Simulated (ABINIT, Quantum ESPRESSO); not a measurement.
# C and the effect of the pressure

The cell as given:

Symmetry: Fd-3m, No. 227, cubic system. Conventional cell: a = 3.567 Å, b = 3.567 Å, c = 3.567 Å, α = 90.00°, β = 90.00°, γ = 90.00°. Around C (site symmetry -43m) lie 4 C at 1.54 Å.

Kept alike: task relaxation of cell and atoms; functional PBE; k mesh 13 × 13 × 13; occupations fermi-dirac, width 0.05 eV; no spin polarisation. Program: Quantum ESPRESSO, SSSP 1.3 efficiency PBE, cutoff 857 eV. The mesh is that of the run's cell of 2 atoms. No spin-orbit coupling.

| pressure, P (GPa) | volume (Å³/atom) |
| --- | --- |
| 0 | 5.697 |
| 5 | 5.633 |
| 10 | 5.573 |
| 20 | 5.460 |
| 30 | 5.358 |

The relaxations keep at least the cell's symmetry (Fd-3m). The runs follow the start's structure, whether or not it is the stable one at these pressures. P is the pressure aimed at, which the runs meet within some hundredths to tenths of a GPa.

Question: What does the pressure change here?

Answer: The volume falls from 5.697 to 5.358 Å³/atom between 0 and 30 GPa. The volume falls ever more slowly, since the solid stiffens under load. At the pressures aimed at, which the runs meet within some tenths of a GPa, the step from 0 to 5 GPa gives a mean bulk modulus near 443 GPa, the last step 530 GPa. A twin series (ABINIT, JTH PAW PBE v2.0) moves it by -0.3400 between 0 and 30, against -0.3390 Å³/atom here.
